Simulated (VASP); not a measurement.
# Mg2Si (Fm-3m) in VASP: further runs

The runs below take Mg2Si through relaxation of cell and atoms, with LDA, PBE.

Everything below comes from runs of VASP 6.6.1. Logs are shortened: lines on timing, memory, paths and dates and some standing lists are left out, and cuts for length are marked.

**1. The crystal as given**

The structure is cubic, space group Fm-3m (No. 225). The conventional cell has a = 6.250 Å, b = 6.250 Å, c = 6.250 Å, α = 90.00°, β = 90.00°, γ = 90.00°. Mg (site symmetry -43m) is surrounded by 4 Si at 2.71 Å. Si (site symmetry m-3m) has 8 Mg at 2.71 Å as nearest neighbours.

**2. Relaxation of cell and atoms, LDA**

INCAR

```
SYSTEM = Mg2Si
PREC = Accurate
ENCUT = 600
EDIFF = 1E-7
ISMEAR = 0
SIGMA = 0.03
LREAL = .False.
LASPH = .True.
NELM = 80
ALGO = Normal
ISIF = 3
LWAVE = .False.
LCHARG = .False.
GGA = CA
IBRION = 2
NSW = 90
EDIFFG = -0.005
KPAR = 2
```

KPOINTS

```
regular mesh
0
Gamma
  10 10 10
  0 0 0
```

POSCAR

```
Mg2Si                                   
1.0
   -0.0000000000      3.1252118611      3.1252118611
    3.1252118611     -0.0000000000      3.1252118611
    3.1252118611      3.1252118611      0.0000000000
  Mg              Si            
     2     1
Direct
     0.2500000000000000    0.2500000000000000    0.2500000000000000
     0.7500000000000000    0.7500000000000000    0.7500000000000000
     0.0000000000000000    0.0000000000000000    0.0000000000000000
```

Potentials or basis: VASP PAW LDA potentials, release 64 (Mg, Si).

Run with:

```console
cat potpaw_LDA.64/Mg/POTCAR potpaw_LDA.64/Si/POTCAR > POTCAR
mpirun -np 2 vasp_std > vasp.out
```

OUTCAR:

```text
SYSTEM = Mg2Si
   PREC = Accurate
   ENCUT = 600
   EDIFF = 1E-7
   ISMEAR = 0
   LREAL = .False.
   LASPH = .True.
   NELM = 80
   ISIF = 3
   GGA = CA
   IBRION = 2
   NSW = 90
   EDIFFG = -0.005

 ion  position               nearest neighbor table
   1  0.250  0.250  0.250-   3 2.71   3 2.71   3 2.71   3 2.71   2 3.13   2 3.13   2 3.13   2 3.13
                             2 3.13   2 3.13
   2  0.750  0.750  0.750-   3 2.71   3 2.71   3 2.71   3 2.71   1 3.13   1 3.13   1 3.13   1 3.13
                             1 3.13   1 3.13
   3  0.000  0.000  0.000-   2 2.71   2 2.71   2 2.71   1 2.71   1 2.71   1 2.71   2 2.71   1 2.71

  LATTYP: Found a face centered cubic cell.
 ALAT       =     6.2504237222

  Lattice vectors:

 A1 = (   0.0000000000,   3.1252118611,   3.1252118611)
 A2 = (   3.1252118611,   0.0000000000,   3.1252118611)
 A3 = (   3.1252118611,   3.1252118611,   0.0000000000)

Analysis of symmetry for initial positions (statically):
=====================================================================
 Subroutine PRICEL returns:
 Original cell was already a primitive cell.

 Routine SETGRP: Setting up the symmetry group for a
 face centered cubic supercell.

 Subroutine GETGRP returns: Found 48 space group operations
 (whereof 48 operations were pure point group operations)
 out of a pool of 48 trial point group operations.

The static configuration has the point symmetry O_h .

Analysis of symmetry for dynamics (positions and initial velocities):
=====================================================================
 Subroutine PRICEL returns:
 Original cell was already a primitive cell.

 Routine SETGRP: Setting up the symmetry group for a
 face centered cubic supercell.

 Subroutine GETGRP returns: Found 48 space group operations
 (whereof 48 operations were pure point group operations)
 out of a pool of 48 trial point group operations.

The dynamic configuration has the point symmetry O_h .

 Subroutine INISYM returns: Found 48 space group operations
 (whereof 48 operations are pure point group operations),
 and found     1 'primitive' translations

----------------------------------------------------------------------------------------

                                     Primitive cell

  volume of cell :      61.0476

  direct lattice vectors                    reciprocal lattice vectors
     0.000000000  3.125211861  3.125211861    -0.159989153  0.159989153  0.159989153
     3.125211861  0.000000000  3.125211861     0.159989153 -0.159989153  0.159989153
     3.125211861  3.125211861  0.000000000     0.159989153  0.159989153 -0.159989153

  length of vectors
     4.419716999  4.419716999  4.419716999     0.277109342  0.277109342  0.277109342

  position of ions in fractional coordinates (direct lattice)
     0.250000000  0.250000000  0.250000000
     0.750000000  0.750000000  0.750000000
     0.000000000  0.000000000  0.000000000

  ion indices of the primitive-cell ions
   primitive index   ion index
                 1           1
                 2           2
                 3           3

----------------------------------------------------------------------------------------

 KPOINTS: regular mesh

Automatic generation of k-mesh.
 Grid dimensions read from file:
 generate k-points for:   10   10   10

 Generating k-lattice:

  Cartesian coordinates                     Fractional coordinates (reciprocal lattice)
    -0.015998915  0.015998915  0.015998915     0.100000000  0.000000000  0.000000000
     0.015998915 -0.015998915  0.015998915     0.000000000  0.100000000  0.000000000
     0.015998915  0.015998915 -0.015998915     0.000000000  0.000000000  0.100000000

  Length of vectors
     0.027710934  0.027710934  0.027710934

  Shift w.r.t. Gamma in fractional coordinates (k-lattice)
     0.000000000  0.000000000  0.000000000

 Subroutine IBZKPT returns following result:
 ===========================================

 Found     47 irreducible k-points:

 Following reciprocal coordinates:
            Coordinates               Weight
  0.000000  0.000000  0.000000      1.000000
  0.100000  0.000000  0.000000      8.000000
  0.200000  0.000000  0.000000      8.000000
  0.300000  0.000000  0.000000      8.000000
  0.400000  0.000000  0.000000      8.000000
  0.500000  0.000000  0.000000      4.000000
[... 16 lines left out ...]
  0.300000  0.300000  0.000000      6.000000
  0.400000  0.300000  0.000000     24.000000
 [... further k-points ...]
   k-points           NKPTS =     47   k-points in BZ     NKDIM =     47   number of bands    NBANDS=      8
   number of dos      NEDOS =    301   number of ions     NIONS =      3
   total plane-waves  NPLWV =  46656
   dimension x,y,z NGX =    36 NGY =   36 NGZ =   36
   dimension x,y,z NGXF=    72 NGYF=   72 NGZF=   72
   ions per type =               2   1
   NGX,Y,Z   is equivalent  to a cutoff of  13.54, 13.54, 13.54 a.u.
   NGXF,Y,Z  is equivalent  to a cutoff of  27.08, 27.08, 27.08 a.u.
 SYSTEM =  Mg2Si
   PREC   = accura    normal or accurate (medium, high low for compatibility)
   ISTART =      0    job   : 0-new  1-cont  2-samecut
   ICHARG =      2    charge: 1-file 2-atom 10-const
   ISPIN  =      1    spin polarized calculation?
   LNONCOLLINEAR =      F non collinear calculations
   LSORBIT =      F    spin-orbit coupling
   LASPH  =      T    aspherical Exc in radial PAW
   ENCUT  =  600.0 eV  44.10 Ry    6.64 a.u.   8.83  8.83  8.83*2*pi/ulx,y,z
   NELM   =     80;   NELMIN=  2; NELMDL= -5     # of ELM steps
   EDIFF  = 0.1E-06   stopping-criterion for ELM
   LREAL  =      F    real-space projection
   EDIFFG = -.5E-02   stopping-criterion for IOM
   NSW    =     90    number of steps for IOM
   IBRION =      2    ionic relax: 0-MD 1-quasi-New 2-CG
   NFREE  =      1    steps in history (QN), initial steepest desc. (CG)
   ISIF   =      3    stress and relaxation
   ISYM   =      2    0-nonsym 1-usesym 2-fastsym
   POTIM  = 0.5000    time-step for ionic-motion
   TEBEG  =    0.0;   TEEND  =   0.0 temperature during run
   PSTRESS=    0.0 pullay stress
   NELECT =       8.0000    total number of electrons
   NUPDOWN=      -1.0000    fix difference up-down
   EMIN   =  10.00;   EMAX   =-10.00  energy-range for DOS
   EFERMI =   0.00;   METHOD = LEGACY
   ISMEAR =     0;   SIGMA  =   0.03  broadening in eV -4-tet -1-fermi 0-gaus
   EFERMI_NEDOS =   21; number of points for ismear=-14 and -15
   IALGO  =     38    algorithm
   IMIX   =      4    mixing-type and parameters
     AMIX     =   0.40;   BMIX     =  1.00
     AMIX_MAG =   1.60;   BMIX_MAG =  1.00
  volume/ion in A,a.u.               =      20.35       137.32
  Fermi-wavevector in a.u.,A,eV,Ry     =   0.831538  1.571379  9.407819  0.691455
  Thomas-Fermi vector in A             =   1.944442
   LORBIT       =      0    0 simple, 1 ext, 2 COOP (PROOUT), +10 PAW based schemes
   GGA     = CA    functional components
   LHFCALC =     F    Hartree Fock is set to
   AEXX    =    0.0000 exact exchange contribution
   IVDW    =     0    specifies the selected vdW correction
   LEPSILON=     F    determine dielectric tensor
   LRPA    =     F    only Hartree local field effects (RPA)
 conjugate gradient relaxation of ions
 non-spin polarized calculation
 Gauss-broadening in eV      SIGMA  =   0.03
  energy-cutoff  :      600.00
  volume of cell :       61.05
 maximum number of plane-waves:      2085
   NGX = 17   NGY = 17   NGZ = 17

 number of electron       8.0000000 magnetization

 Free energy of the ion-electron system (eV)
  ---------------------------------------------------
  ext. energy  EPLUGINS =         0.00000000
  ---------------------------------------------------
  free energy    TOTEN  =       -10.13311708 eV

  energy without entropy =      -10.13311271  energy(sigma->0) =      -10.13311489

 E-fermi :   3.8396     XC(G=0):  -9.1479

 val. band max:        3.7864121459   @ k =   0.0000   0.0000   0.0000
 cond. band min:       3.8928520903   @ k =   0.5000   0.5000   0.0000
 fundamental gap:      0.1064399444
 Fermi energy:         3.8396321967

 k-point     1 :       0.0000    0.0000    0.0000
  band No.  band energies     occupation
      1      -5.5438      2.00000
      2       3.7864      1.98789
      3       3.7864      1.98789
      4       3.7864      1.98789
      5       5.8199      0.00000
      6       6.3593      0.00000
      7       6.3593      0.00000
      8       6.3593      0.00000

 k-point     2 :       0.1000    0.0000    0.0000
  band No.  band energies     occupation
      1      -5.4494      2.00000
      2       2.9423      2.00000
      3       3.6771      2.00000
      4       3.6771      2.00000
      5       5.9680      0.00000
      6       6.5554      0.00000
      7       6.5554      0.00000
      8       6.8830      0.00000

 k-point     3 :       0.2000    0.0000    0.0000
  band No.  band energies     occupation
      1      -5.1741      2.00000
      2       1.5801      2.00000
      3       3.4513      2.00000
      4       3.4513      2.00000
      5       5.6739      0.00000
      6       6.8366      0.00000
      7       6.8366      0.00000
      8       8.1748      0.00000

 k-point     4 :       0.3000    0.0000    0.0000
  band No.  band energies     occupation
      1      -4.7501      2.00000
      2       0.2926      2.00000
      3       3.2428      2.00000
      4       3.2428      2.00000
      5       5.3753      0.00000
      6       6.6941      0.00000
      7       6.6941      0.00000
      8       9.0467      0.00000

 k-point     5 :       0.4000    0.0000    0.0000
  band No.  band energies     occupation
      1      -4.2756      2.00000
      2      -0.7207      2.00000
      3       3.1087      2.00000
      4       3.1087      2.00000
      5       5.1819      0.00000
      6       6.4283      0.00000
      7       6.4283      0.00000
      8       8.9306      0.00000

 k-point     6 :       0.5000    0.0000    0.0000
  band No.  band energies     occupation
      1      -4.0277      2.00000
      2      -1.1510      2.00000
      3       3.0633      2.00000
      4       3.0633      2.00000
      5       5.1164      0.00000
      6       6.3213      0.00000
      7       6.3213      0.00000
      8       8.8269      0.00000

 k-point     7 :       0.1000    0.1000    0.0000
  band No.  band energies     occupation
      1      -5.4178      2.00000
      2       3.0738      2.00000
      3       3.4173      2.00000
      4       3.4173      2.00000
      5       6.0062      0.00000
      6       6.5397      0.00000
      7       6.9004      0.00000
      8       6.9004      0.00000
[... 133 lines left out ...]
 k-point    20 :      -0.4000    0.2000    0.0000
  band No.  band energies     occupation
      1      -3.8181      2.00000
      2      -0.7552      2.00000
      3       1.2310      2.00000
      4       2.6557      2.00000
      5       5.2206      0.00000
      6       7.3290      0.00000
      7       7.4784      0.00000
      8       9.2998      0.00000

 k-point    21 :      -0.3000    0.2000    0.0000
  band No.  band energies     occupation
      1      -4.1584      2.00000
      2      -0.1611      2.00000
      3       1.1954      2.00000
      4       2.9626      2.00000
      5       5.6108      0.00000
      6       7.3649      0.00000
      7       7.4220      0.00000
      8       8.6351      0.00000

 k-point    22 :      -0.2000    0.2000    0.0000
  band No.  band energies     occupation
      1      -4.6057      2.00000
      2       0.6348      2.00000
      3       1.5664      2.00000
      4       3.3114      2.00000
      5       6.1007      0.00000
      6       7.3805      0.00000
      7       7.3955      0.00000
      8       7.6957      0.00000

 k-point    23 :       0.3000    0.3000    0.0000
  band No.  band energies     occupation
      1      -4.4747      2.00000
      2       0.7469      2.00000
      3       2.2319      2.00000
      4       2.2319      2.00000
      5       4.7074      0.00000
      6       4.9514      0.00000
      7       9.3221      0.00000
      8       9.3221      0.00000

 k-point    24 :       0.4000    0.3000    0.0000
  band No.  band energies     occupation
      1      -4.0996      2.00000
      2       0.1366      2.00000
      3       1.6959      2.00000
      4       2.0832      2.00000
      5       4.5477      0.00000
      6       5.0952      0.00000
      7       9.3773      0.00000
      8       9.4371      0.00000

 [... further k-points ...]

------------------------ aborting loop because EDIFF is reached ----------------------------------------

  FORCE on cell =-STRESS in cart. coord.  units (eV):
  Direction    XX          YY          ZZ          XY          YZ          ZX
  --------------------------------------------------------------------------------------
  -------------------------------------------------------------------------------------
  Total       -0.0006398     -0.0006398     -0.0006398      0.0000000      0.0000000     -0.0000000
  in kB       -0.0167924     -0.0167924     -0.0167924      0.0000000      0.0000000     -0.0000000
  external PRESSURE =      -0.0167924 kB  Pullay stress =       0.0000000 kB

 VOLUME and BASIS-vectors are now :
 -----------------------------------------------------------------------------
  energy-cutoff  :      600.00
  volume of cell :       61.05
      direct lattice vectors                 reciprocal lattice vectors
     0.000000000  3.125211861  3.125211861    -0.159989153  0.159989153  0.159989153
     3.125211861  0.000000000  3.125211861     0.159989153 -0.159989153  0.159989153
     3.125211861  3.125211861  0.000000000     0.159989153  0.159989153 -0.159989153

 POSITION                                       TOTAL-FORCE (eV/Angst)
 -----------------------------------------------------------------------------------
      1.56261      1.56261      1.56261         0.000000     -0.000000      0.000000
      4.68782      4.68782      4.68782        -0.000000      0.000000     -0.000000
      0.00000      0.00000      0.00000         0.000000     -0.000000      0.000000
 -----------------------------------------------------------------------------------
    total drift:                               -0.000000     -0.000000     -0.000000

  FREE ENERGIE OF THE ION-ELECTRON SYSTEM (eV)
  ---------------------------------------------------
  free  energy   TOTEN  =       -10.1331170771 eV

  energy  without entropy=      -10.1331127124  energy(sigma->0) =      -10.13311489

 reached required accuracy - stopping structural energy minimisation
```

Run time: 5.9 s. Hardware: 2 MPI ranks of Intel Xeon 6975P-C (Granite Rapids), shared host; peak memory 0.18 GiB.

What came out:

- Free energy: -10.1331 eV
- Pressure after relaxing: 0.0 GPa
- Band gap on the k mesh: 0.11 eV, indirect (least direct gap 2.03 eV)

Final structure:
```
Mg Si
1.0
     0.00000    3.12521    3.12521
     3.12521    0.00000    3.12521
     3.12521    3.12521    0.00000
Mg Si
2 1
Direct
  0.25000 0.25000 0.25000
  0.75000 0.75000 0.75000
  0.00000 0.00000 0.00000
```

Levels at points of the mesh, in eV from the valence-band top:
```
           k point  band 2  band 3  band 4  band 5  band 6  band 7
(0.00, 0.00, 0.00)    0.00    0.00    0.00    2.03    2.57    2.57
(0.50, 0.00, 0.00)   -4.94   -0.72   -0.72    1.33    2.53    2.53
(0.50, 0.50, 0.00)   -4.59   -2.02   -2.02    0.11    0.38    8.10
```

Caveat: the relaxation stopped at its first step, so nothing moved. Expect the measured gap to be larger: semilocal functionals such as LDA lack the derivative discontinuity.

[end of part 1 of 2]
